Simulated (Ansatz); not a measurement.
**Tin, hcp under PBE: structure, energy and stiffness, part 1 of 2**

What does PBE give for tin in the hcp structure? We relax it, solve it on a dense k-mesh, switch on spin-orbit coupling, then scale the cell to 7 volumes from 88 to 112 % of the relaxed one and try a fit of the equation of state. The k-meshes are 11×11×6 for the relaxation; 18×18×9 for the dense run; 11×11×6 for spin-orbit coupling; 12×12×7 for the volumes.

Method: DFT PBE, plane waves (420 eV) with PAW, scalar-relativistic, in Ansatz 0.2.0.

## Step 1: The starting structure

Symmetry: P6_3/mmc, No. 194, hexagonal system. Conventional cell: a = 3.410 Å, b = 3.410 Å, c = 5.568 Å, α = 90.00°, β = 90.00°, γ = 120.00°. Around Sn (site symmetry -6m2) lie 12 Sn at 3.41 Å.

Structure file:

```
Sn
1.0
     3.40987    0.00000    0.00000
    -1.70493    2.95303    0.00000
     0.00000    0.00000    5.56831
Sn
2
Direct
  0.33333 0.66667 0.25000
  0.66667 0.33333 0.75000
```

## Step 2: Relaxation of the cell

The input, input.yaml:

```yaml
crystal:
  lattice:
    - [3.4098662044, 0.0, 0.0]
    - [-1.7049331022, 2.9530307565, 0.0]
    - [0.0, 0.0, 5.5683115117]
  atoms:
    - { symbol: Sn, position: [0.3333333333, 0.6666666667, 0.25] }
    - { symbol: Sn, position: [0.6666666667, 0.3333333333, 0.75] }
hamiltonian:
  xc: pbe
  pseudopotentials:
    kind: paw
    azcp:
      Sn: "pseudopotentials/Sn.paw.azcp"
basis:
  ecutwfc: 420
  fft_grid_basis: typed
kpoints:
  mp_grid: { grid: [11, 11, 6], shift: [0, 0, 0] }
magnetization:
  spin_polarized: false
scf:
  occupations: { method: fermi_dirac, width: 0.1 }
relax:
  max_steps: 60
  f_tol: 0.01
  cell: {}
```

On the command line:

```sh
$ ansatz run input.yaml --threads 1 --pin off --max-ram 3584MiB --backend cpu --events-out ev --progress --plain --runs-dir out
```

What it wrote:

```text
Engine: ansatz 0.2.0, x86_64-unknown-linux-gnu
Pseudopotentials: kind: paw
Pseudopotential: Sn, paw, valence charge 14, recommended cutoff 420 eV (normal), <dir>
Functional definition: PBE
  parameter kappa = 0.804
  parameter beta = 0.06672455060314922
  exchange = pbe_x(kappa = kappa, mu = beta*pi^2/3)
  correlation = pbe_c(beta = beta)
Crystal: 2 atoms, lattice volume = 56.070 Å³
Basis set: ecut = 420 eV, 1099 PW (Γ), exchange–correlation on 48×48×80 points (8 copies of the dense FFT grid, shifted against one another)
Bands: 18, of which v1, the nominal top of the filled ones, is band 14 counted from 1 (13 counted from 0)
Symmetry: 24 space group operations
Space group: P63/mmc (ITA 194), of the structure as read, at distance tolerance 3.8e-5 Å
k-points: 64 of 726
Non-local potential: Sn, projectors of the file, l = 0: 2, l = 1: 2, l = 2: 2, l = 3: 2
PAW form: soft (Blöchl's): semilocal exchange-correlation on the pseudo side does not see the compensation charge
PAW one-centre angular grid: Sn, 590 points (default); XC on 64 Gauss nodes
Initial density: superposition of atomic densities (neutral atoms: chi_scale 0, normalization atom), corrected by the library's trained network
Initial wavefunctions: pseudopotential atomic-orbital guess
Functional: x = pbe(κ = 0.804, μ = 0.2195149727645171), c = pbe(β = 0.06672455060314922)
SCF iter   1: F=—  HF=-12048.339486 eV  |F-HF|=—  |Δ(HF+E_count)|=         —  Δρ=9.42e-4  dr2=4.39e-4  ethr=1.77e-3  ⟨swp⟩=5.4  Hψ=5548  notcnv=0
preconditioner: auto → Kerker (q_TF=auto, 2.430 Å⁻¹)  [metal: Δε(μ)=0.015 eV  Ē_g=19.801 eV  σ=0.100 eV  W_gap=0.04  n_scr=22 (ndim 8)  ℏωp=26.2 eV  f_vac=0.000  D(μ)=1.02/eV (n_scr^D=2)]
SCF iter   2: F=—  HF=-12048.338284 eV  |F-HF|=—  |Δ(HF+E_count)|=   1.20e-3  Δρ=6.07e-4  dr2=2.03e-4  ethr=1.57e-6  ⟨swp⟩=2.1  Hψ=2534  notcnv=0
SCF iter   3: F=—  HF=-12048.338358 eV  |F-HF|=—  |Δ(HF+E_count)|=   7.45e-5  Δρ=2.58e-4  dr2=4.00e-5  ethr=7.25e-7  ⟨swp⟩=3.0  Hψ=2071  notcnv=0
SCF iter   4: F=—  HF=-12048.338353 eV  |F-HF|=—  |Δ(HF+E_count)|=   5.23e-6  Δρ=1.19e-4  dr2=6.37e-6  ethr=1.43e-7  ⟨swp⟩=2.0  Hψ=1396  notcnv=0
SCF iter   5: F=—  HF=-12048.338350 eV  |F-HF|=—  |Δ(HF+E_count)|=   2.61e-6  Δρ=1.65e-5  dr2=1.74e-7  ethr=2.28e-8  ⟨swp⟩=2.0  Hψ=2039  notcnv=0
SCF iter   6: F=-12048.338350 eV  HF=-12048.338350 eV  |F-HF|=6.69e-9  |Δ(HF+E_count)|=   7.51e-8  Δρ=5.04e-6  dr2=8.90e-9  ethr=3.57e-10  ⟨swp⟩=4.5  Hψ=3528  notcnv=0
SCF 1 converged in 6 iterations: F = -12048.338350 eV  dr2 = 8.90e-9
relax step   1: F+E_penalty+E_count = -12048.33835042 eV  Δ(F+E_penalty+E_count) = +0.000e0 eV  max|allowed force component| = 1.850e-17 eV/Å  Δτ_max = 0.0000 Å  P = -0.488 GPa  Ω = 56.070 Å³  (6 SCF iters, dr2 threshold 1.00e-7 eV, accepted)
Crystal: 2 atoms, lattice volume = 55.407 Å³
Initial density: handed on by an earlier stage of this run
Initial wavefunctions: those handed on with the density
iter 1 solved again at ethr=8.91e-7 eV; its pass at ethr=3.10e-3 eV (dr2=2.50e-4 eV) is discarded
SCF iter   1: F=—  HF=-12048.342525 eV  |F-HF|=—  |Δ(HF+E_count)|=         —  Δρ=4.89e-4  dr2=2.09e-4  ethr=8.91e-7  ⟨swp⟩=2.8  Hψ=7336  notcnv=0
preconditioner: auto → Kerker (q_TF=auto, 2.435 Å⁻¹)  [metal: Δε(μ)=0.068 eV  Ē_g=19.842 eV  σ=0.100 eV  W_gap=0.17  n_scr=22 (ndim 8)  ℏωp=26.4 eV  f_vac=0.000  D(μ)=0.94/eV (n_scr^D=2)]
SCF iter   2: F=—  HF=-12048.342492 eV  |F-HF|=—  |Δ(HF+E_count)|=   3.36e-5  Δρ=3.39e-4  dr2=1.03e-4  ethr=7.47e-7  ⟨swp⟩=1.0  Hψ=1153  notcnv=0
SCF iter   3: F=—  HF=-12048.342461 eV  |F-HF|=—  |Δ(HF+E_count)|=   3.09e-5  Δρ=4.11e-5  dr2=1.18e-6  ethr=3.66e-7  ⟨swp⟩=2.0  Hψ=1379  notcnv=0
SCF iter   4: F=-12048.342461 eV  HF=-12048.342461 eV  |F-HF|=2.27e-8  |Δ(HF+E_count)|=   3.97e-7  Δρ=1.30e-5  dr2=6.67e-8  ethr=7.14e-10  ⟨swp⟩=4.9  Hψ=4154  notcnv=0
SCF 2 converged in 4 iterations: F = -12048.342461 eV  dr2 = 6.67e-8
relax step   2: F+E_penalty+E_count = -12048.34246116 eV  Δ(F+E_penalty+E_count) = -4.111e-3 eV  max|allowed force component| = 1.018e-16 eV/Å  Δτ_max = 0.0000 Å  P = +0.042 GPa  Ω = 55.407 Å³  energy of the carried Pulay correction = +1.362e-4 eV  (4 SCF iters, dr2 threshold 2.00e-7 eV, accepted)
Crystal: 2 atoms, lattice volume = 55.465 Å³
iter 1 solved again at ethr=3.27e-9 eV; its pass at ethr=3.10e-3 eV (dr2=9.15e-7 eV) is discarded
SCF iter   1: F=—  HF=-12048.342475 eV  |F-HF|=—  |Δ(HF+E_count)|=         —  Δρ=4.23e-5  dr2=1.68e-6  ethr=3.27e-9  ⟨swp⟩=3.0  Hψ=7312  notcnv=0
preconditioner: auto → Kerker (q_TF=auto, 2.435 Å⁻¹)  [metal: Δε(μ)=0.066 eV  Ē_g=19.841 eV  σ=0.100 eV  W_gap=0.16  n_scr=22 (ndim 8)  ℏωp=26.4 eV  f_vac=0.000  D(μ)=0.94/eV (n_scr^D=2)]
SCF iter   2: F=—  HF=-12048.342474 eV  |F-HF|=—  |Δ(HF+E_count)|=   9.58e-7  Δρ=3.00e-5  dr2=8.41e-7  ethr=3.27e-9  ⟨swp⟩=1.0  Hψ=1154  notcnv=0
SCF iter   3: F=-12048.342474 eV  HF=-12048.342474 eV  |F-HF|=1.06e-9  |Δ(HF+E_count)|=   2.10e-7  Δρ=3.13e-6  dr2=3.61e-9  ethr=1.32e-10  ⟨swp⟩=3.7  Hψ=4630  notcnv=0
SCF 3 converged in 3 iterations: F = -12048.342474 eV  dr2 = 3.61e-9
relax step   3: F+E_penalty+E_count = -12048.34247428 eV  Δ(F+E_penalty+E_count) = -1.312e-5 eV  max|allowed force component| = 2.313e-17 eV/Å  Δτ_max = 0.0000 Å  P = -0.008 GPa  Ω = 55.465 Å³  energy of the carried Pulay correction = +1.247e-4 eV  (3 SCF iters, dr2 threshold 3.69e-8 eV, accepted)
Initial wavefunctions: pseudopotential atomic-orbital guess (no wavefunctions were taken with the density)
iter 1 solved again at ethr=1.47e-7 eV; its pass at ethr=3.10e-3 eV (dr2=4.11e-5 eV) is discarded
SCF iter   1: F=—  HF=-12048.342355 eV  |F-HF|=—  |Δ(HF+E_count)|=         —  Δρ=1.84e-5  dr2=3.32e-8  ethr=1.47e-7  ⟨swp⟩=3.0  Hψ=8379  notcnv=0
SCF iter   2: F=—  HF=-12048.342353 eV  |F-HF|=—  |Δ(HF+E_count)|=   2.08e-6  Δρ=9.70e-6  dr2=9.28e-9  ethr=1.19e-10  ⟨swp⟩=2.3  Hψ=2086  notcnv=0
SCF iter   3: F=—  HF=-12048.342353 eV  |F-HF|=—  |Δ(HF+E_count)|=   2.14e-8  Δρ=1.40e-6  dr2=4.48e-10  ethr=3.31e-11  ⟨swp⟩=2.1  Hψ=2033  notcnv=0
SCF iter   4: F=-12048.342353 eV  HF=-12048.342353 eV  |F-HF|=1.82e-12  |Δ(HF+E_count)|=  3.18e-10  Δρ=1.70e-7  dr2=1.85e-11  ethr=1.00e-12  ⟨swp⟩=4.7  Hψ=5680  notcnv=0
SCF 4 converged in 4 iterations: F = -12048.342353 eV  dr2 = 1.85e-11
relax step   4: F+E_penalty+E_count = -12048.34235253 eV  Δ(F+E_penalty+E_count) = +1.218e-4 eV  max|allowed force component| = 4.163e-17 eV/Å  Δτ_max = 0.0000 Å  P = -0.008 GPa  Ω = 55.465 Å³  stress off target by 1.67e-2 GPa  SCF on the basis re-selected at this cell (its energy is not comparable with the rows above)  (4 SCF iters)
basis re-selected at this cell: Δ(F+E_penalty+E_count) = +1.218e-4 eV, ΔP = +0.000 GPa vs the last step (what re-selecting the basis moved, of the pressure what is left beyond the Pulay correction that the steps carried, after the strain that the cell walked since its last selection, with what the two solves' SCF thresholds leave and, on support functions, any second-order correction that the steps lacked; it is no measure of the basis error at this ecutwfc). This SCF's stress stands 1.67e-2 GPa from its target on what of the cell is left free (relax.cell.stress_tol is 5.00e-2 GPa) and its largest allowed force component is 4.16e-17 eV/Å (relax.f_tol is 1.00e-2 eV/Å): within both
SCF converged after 4 iterations
Free energy (F): -12048.342353 eV
Harris-Foulkes:  -12048.342353 eV  (|F-HF|=1.82e-12)
Internal energy: -12048.311490 eV  (E = F + TS)
E sigma→0 (E₀):  -12048.326921 eV
Entropy (-TS):   -0.030863 eV (-15.431 meV/atom)
Fermi energy:    10.597964 eV
--- Per-component energies (eV) ---
  E_band       = -169.421305
  E_kinetic    = 371.350086
  E_local      = -1674.959308  (includes V_loc(G=0)·N_el)
  E_nonlocal   = -65.497358
  E_hartree    = 1048.584512
  E_xc         = -765.668035
  E_vxc        = -192.426610  (∫ρ·V_xc dr)
  E_paw        = -8269.234974  (= ΣΔE_a)
  E_vpaw       = -705.057084  (= ΣTr[D̂ρ^β])
  E_aug_tail   = -0.000001  (compensation charges beyond the density's cutoff)
  E_ewald      = -2692.886412
  E_smearing   = -0.030863  (= −TS)
  E_closure    = -0.000000  (closes the sum)
  Σ components = -12048.342353   (vs F -12048.342353, Δ=0.00e0)
--- Forces (eV/Å), atoms counted from 1 ---
  atom   1  Sn    -0.00000000    -0.00000000     0.00000000
  atom   2  Sn     0.00000000     0.00000000    -0.00000000
  max |Σ_I F_I| component: 9.25e-18 eV/Å
--- Stress (GPa, compression-positive) ---
       -0.003196      -0.000000      -0.000000
       -0.000000      -0.003196       0.000000
       -0.000000       0.000000      -0.016712
  P = ⅓ Tr σ = -0.0077 GPa (-0.077 kbar)
--- Relaxed structure (3 steps of the walk, 3 accepted, 1 SCFs on fresh bases) ---
  F+E_penalty+E_count = -12048.34235253 eV   max|allowed force component| = 4.163e-17 eV/Å   (the final SCF, on the basis selected at the relaxed cell)
  cell:  # Å, volume = 55.4648 Å³
    - [3.377284242714009, 3.660386397266817e-33, -9.865885211383218e-34]
    - [-1.6886421213570044, 2.9248139499912216, 5.180597887543177e-34]
    - [-1.564400531665412e-33, 4.6698523333295876e-35, 5.615019965772994]
  atoms:
    - { symbol: Sn, position: [0.3333333333333333, 0.6666666666666666, 0.24999999999999994] }
    - { symbol: Sn, position: [0.6666666666666666, 0.3333333333333333, 0.7499999999999999] }
```

Wall time 19 s (1 thread of Intel Xeon Platinum 8259CL at 2.50GHz (Skylake/Cascade Lake), shared host); peak memory 0.54 GiB.

Step by step:

```
step  energy change (meV/atom)  largest force (eV/Å)  pressure (GPa)  volume (Å³/atom)
   1                      0.00                0.0000           -0.49            28.035
   2                     -2.06                0.0000            0.04            27.704
   3                     -2.06                0.0000           -0.01            27.732
   4                     -2.00                0.0000           -0.01            27.732
```

Steps that repeat a cell are solved on a basis chosen anew, so their changes of energy are no gain of the relaxation.

The cell of the run, before and after:

|  | before | after | change |
| --- | --- | --- | --- |
| a (Å) | 3.410 | 3.377 | -1.0 % |
| b (Å) | 3.410 | 3.377 | -1.0 % |
| c (Å) | 5.568 | 5.615 | +0.8 % |
| volume (Å³/atom) | 28.035 | 27.732 | -1.1 % |
| shortest distance (Å) | 3.410 | 3.377 | -1.0 % |
| space group (spins left aside) | P6_3/mmc | P6_3/mmc | same |

## Step 3: The energy on a finer k-mesh

The input, input.yaml:

```yaml
crystal:
  lattice:
    - [3.3772842427, 0.0, 0.0]
    - [-1.6886421214, 2.92481395, 0.0]
    - [0.0, 0.0, 5.6150199658]
  atoms:
    - { symbol: Sn, position: [0.3333333333, 0.6666666667, 0.25] }
    - { symbol: Sn, position: [0.6666666667, 0.3333333333, 0.75] }
hamiltonian:
  xc: pbe
  pseudopotentials:
    kind: paw
    azcp:
      Sn: "pseudopotentials/Sn.paw.azcp"
basis:
  ecutwfc: 420
  fft_grid_basis: typed
kpoints:
  mp_grid: { grid: [18, 18, 9], shift: [0, 0, 0] }
magnetization:
  spin_polarized: false
scf:
  occupations: { method: fermi_dirac, width: 0.1 }
```

On the command line:

```sh
$ ansatz run input.yaml --threads 1 --pin off --max-ram 3584MiB --backend cpu --events-out ev --progress --plain --runs-dir out
```

What it wrote, cut to the lines that bear on the results:

```text
[...]
Pseudopotentials: kind: paw
Pseudopotential: Sn, paw, valence charge 14, recommended cutoff 420 eV (normal), <dir>
Functional definition: PBE
[...]
Crystal: 2 atoms, lattice volume = 55.465 Å³
Basis set: ecut = 420 eV, 1099 PW (Γ)
Bands: 18, of which v1, the nominal top of the filled ones, is band 14 counted from 1 (13 counted from 0)
Symmetry: 24 space group operations
Space group: P63/mmc (ITA 194), of the structure as read, at distance tolerance 3.8e-5 Å
k-points: 185 of 2916
[...]
SCF iter   1: F=—  HF=-12048.325670 eV  |F-HF|=—  |Δ(HF+E_count)|=         —  Δρ=9.21e-4  dr2=3.30e-4  ethr=1.77e-3  ⟨swp⟩=5.4  Hψ=16154  notcnv=0
[...]
SCF iter   6: F=-12048.324740 eV  HF=-12048.324740 eV  |F-HF|=1.90e-9  |Δ(HF+E_count)|=   1.88e-8  Δρ=3.37e-6  dr2=4.14e-9  ethr=3.57e-10  ⟨swp⟩=3.0  Hψ=7369  notcnv=0
[...]
SCF converged after 6 iterations
Free energy (F): -12048.324740 eV
[...]
E sigma→0 (E₀):  -12048.307349 eV
Entropy (-TS):   -0.034781 eV (-17.391 meV/atom)
Fermi energy:    10.585147 eV
[...]
```

Wall time 11 s (1 thread of Intel Xeon Platinum 8259CL at 2.50GHz (Skylake/Cascade Lake), shared host); peak memory 0.58 GiB.

## Step 4: A two-component run at the same geometry

input.yaml: that of step 3 with these lines changed.

```diff
@@ -11,3 +11,3 @@
   pseudopotentials:
-    kind: paw
+    kind: paw_fr
     azcp:
@@ -18,5 +18,6 @@
 kpoints:
-  mp_grid: { grid: [18, 18, 9], shift: [0, 0, 0] }
+  mp_grid: { grid: [11, 11, 6], shift: [0, 0, 0] }
 magnetization:
-  spin_polarized: false
+  noncollinear: true
+  spin_orbit: true
 scf:
```

On the command line:

```sh
$ ansatz run input.yaml --threads 1 --pin off --max-ram 3584MiB --backend cpu --events-out ev --progress --plain --runs-dir out
```

What it wrote, cut to the lines that bear on the results:

```text
[...]
Pseudopotentials: kind: paw_fr
Pseudopotential: Sn, paw_fr, valence charge 14, recommended cutoff 420 eV (normal), <dir>
Functional definition: PBE
[...]
non-collinear run that drives no moment, with spin-orbit: no starting moment large enough to seed its density (crystal.atoms[].spin), no starting occupations that ask for one, no magnetisation constraint and no magnetic field, so the semilocal B_xc is pinned to zero
Crystal: 2 atoms, lattice volume = 55.465 Å³
Basis set: ecut = 420 eV, 1099 PW (Γ)
Bands: 36, of which v1, the nominal top of the filled ones, is band 28 counted from 1 (27 counted from 0)
Symmetry: 24 space group operations + 24 with time reversal
Magnetic group: BNS 194.264 (UNI 1494), of the structure as read, at distance tolerance 3.8e-5 Å
k-points: 64 of 726
Projection manifold: j_resolved (fully-relativistic pseudo-atomic orbitals)
[...]
SCF iter   1: F=—  HF=-12052.655866 eV  |F-HF|=—  |Δ(HF+E_count)|=         —  Δρ=9.04e-3  dr2=6.10e-2  dr2_m=0.00e0 (ungated)  ethr=3.10e-3  |M|=0.00e0 ∫|m|=0.00e0 μB  |m|>n=0.0e0 m-floor=0.0e0 τ_xc=0.0e0  β_m=0.30  ⟨swp⟩=9.5  Hψ=6332  notcnv=0
[...]
spin=Noncollinear: Kerker preconditioning applied to the charge; magnetization (m_x, m_y, m_z) channels mix plain (no charge-response kernel on spin).
[...]
SCF iter   7: F=-12052.633917 eV  HF=-12052.633917 eV  |F-HF|=5.40e-8  |Δ(HF+E_count)|=   3.70e-7  Δρ=1.26e-5  dr2=6.75e-8  dr2_m=0.00e0 (ungated)  ethr=3.57e-10  |M|=0.00e0 ∫|m|=0.00e0 μB  |m|>n=0.0e0 m-floor=0.0e0 τ_xc=0.0e0  ⟨swp⟩=3.0  Hψ=2563  notcnv=0
[...]
SCF converged after 7 iterations
Magnetization: |M| = 0.0000 μB,  M = (+0.0000, +0.0000, +0.0000) μB
Absolute magnetization: 0.0000 μB (∫|m|)
  site 0: m = (+0.0000, +0.0000, +0.0000) μB, |m| = 0.0000 μB  (R = 1.39 Å)
  site 1: m = (+0.0000, +0.0000, +0.0000) μB, |m| = 0.0000 μB  (R = 1.39 Å)
Free energy (F): -12052.633917 eV
[...]
E sigma→0 (E₀):  -12052.618277 eV
Entropy (-TS):   -0.031281 eV (-15.640 meV/atom)
Fermi energy:    10.583034 eV
[...]
```

Wall time 21 s (1 thread of Intel Xeon Platinum 8259CL at 2.50GHz (Skylake/Cascade Lake), shared host); peak memory 0.6 GiB.

With and without spin-orbit coupling:

```
                          scalar-relativistic      with spin-orbit coupling
         k-mesh                       18×18×9                       11×11×6
gap on the mesh  none (levels filled in part)  none (levels filled in part)
```

The meshes differ, so small differences between the columns need not come from spin-orbit coupling.

## Step 5: At 88 % of the relaxed volume

The input, input.yaml:

```yaml
crystal:
  lattice:
    - [3.2363973567, 0.0, 0.0]
    - [-1.6181986783, 2.8028023276, 0.0]
    - [0.0, 0.0, 5.3807836324]
  atoms:
    - { symbol: Sn, position: [0.3333333333, 0.6666666667, 0.25] }
    - { symbol: Sn, position: [0.6666666667, 0.3333333333, 0.75] }
hamiltonian:
  xc: pbe
  pseudopotentials:
    kind: paw
    azcp:
      Sn: "pseudopotentials/Sn.paw.azcp"
basis:
  ecutwfc: 420
  fft_grid_basis: typed
kpoints:
  mp_grid: { grid: [12, 12, 7], shift: [0, 0, 0] }
magnetization:
  spin_polarized: false
scf:
  occupations: { method: fermi_dirac, width: 0.1 }
  lower_state_search: "off"
output:
  stress: true
```

On the command line:

```sh
$ ansatz run input.yaml --threads 1 --pin off --max-ram 3584MiB --backend cpu --events-out ev --progress --plain --runs-dir out
```

What it wrote, cut to the lines that bear on the results:

```text
[...]
Pseudopotentials: kind: paw
Pseudopotential: Sn, paw, valence charge 14, recommended cutoff 420 eV (normal), <dir>
Functional definition: PBE
[...]
Crystal: 2 atoms, lattice volume = 48.809 Å³
Basis set: ecut = 420 eV, 965 PW (Γ)
Bands: 18, of which v1, the nominal top of the filled ones, is band 14 counted from 1 (13 counted from 0)
Symmetry: 24 space group operations
Space group: P63/mmc (ITA 194), of the structure as read, at distance tolerance 3.7e-5 Å
k-points: 76 of 1008
[...]
SCF iter   1: F=—  HF=-12048.154403 eV  |F-HF|=—  |Δ(HF+E_count)|=         —  Δρ=1.24e-3  dr2=5.09e-4  ethr=1.77e-3  ⟨swp⟩=5.4  Hψ=6606  notcnv=0
[...]
SCF iter   6: F=-12048.153450 eV  HF=-12048.153450 eV  |F-HF|=2.54e-9  |Δ(HF+E_count)|=   3.76e-8  Δρ=3.78e-6  dr2=3.99e-9  ethr=3.57e-10  ⟨swp⟩=4.7  Hψ=4973  notcnv=0
[...]
SCF converged after 6 iterations
Free energy (F): -12048.153450 eV
[...]
E sigma→0 (E₀):  -12048.133968 eV
Entropy (-TS):   -0.038964 eV (-19.482 meV/atom)
Fermi energy:    12.567207 eV
[...]
--- Stress (GPa, compression-positive) ---
        8.918867      -0.000000       0.000000
       -0.000000       8.918867      -0.000000
        0.000000      -0.000000       6.585531
  P = ⅓ Tr σ = 8.1411 GPa (81.411 kbar)
```

Run time: 4.9 s. Hardware: 1 thread of Intel Xeon Platinum 8259CL at 2.50GHz (Skylake/Cascade Lake), shared host; peak memory 0.51 GiB.

## Step 6: At 92 % of the relaxed volume

input.yaml: that of step 5 with these lines changed.

```diff
@@ -2,5 +2,5 @@
   lattice:
-    - [3.2363973567, 0.0, 0.0]
-    - [-1.6181986783, 2.8028023276, 0.0]
-    - [0.0, 0.0, 5.3807836324]
+    - [3.2847089174, 0.0, 0.0]
+    - [-1.6423544587, 2.8446413665, 0.0]
+    - [0.0, 0.0, 5.4611056777]
   atoms:
```

On the command line:

```sh
$ ansatz run input.yaml --threads 1 --pin off --max-ram 3584MiB --backend cpu --events-out ev --progress --plain --runs-dir out
```

What it wrote, cut to the lines that bear on the results:

```text
[...]
Pseudopotentials: kind: paw
Pseudopotential: Sn, paw, valence charge 14, recommended cutoff 420 eV (normal), <dir>
Functional definition: PBE
[...]
Crystal: 2 atoms, lattice volume = 51.028 Å³
Basis set: ecut = 420 eV, 1003 PW (Γ)
Bands: 18, of which v1, the nominal top of the filled ones, is band 14 counted from 1 (13 counted from 0)
Symmetry: 24 space group operations
Space group: P63/mmc (ITA 194), of the structure as read, at distance tolerance 3.7e-5 Å
k-points: 76 of 1008
[...]
SCF iter   1: F=—  HF=-12048.243003 eV  |F-HF|=—  |Δ(HF+E_count)|=         —  Δρ=1.16e-3  dr2=4.69e-4  ethr=1.77e-3  ⟨swp⟩=5.4  Hψ=6609  notcnv=0
[...]
SCF iter   6: F=-12048.242037 eV  HF=-12048.242037 eV  |F-HF|=4.62e-9  |Δ(HF+E_count)|=   9.41e-8  Δρ=4.41e-6  dr2=5.47e-9  ethr=3.57e-10  ⟨swp⟩=4.9  Hψ=5122  notcnv=0
[...]
SCF converged after 6 iterations
Free energy (F): -12048.242037 eV
[...]
E sigma→0 (E₀):  -12048.220872 eV
Entropy (-TS):   -0.042331 eV (-21.165 meV/atom)
Fermi energy:    11.844264 eV
[...]
--- Stress (GPa, compression-positive) ---
        5.405526       0.000000       0.000000
        0.000000       5.405526      -0.000000
        0.000000      -0.000000       3.553300
  P = ⅓ Tr σ = 4.7881 GPa (47.881 kbar)
```

Run time: 5.5 s. Hardware: 1 thread of Intel Xeon Platinum 8259CL at 2.50GHz (Skylake/Cascade Lake), shared host; peak memory 0.52 GiB.

(Continued in part 2 of 2.)
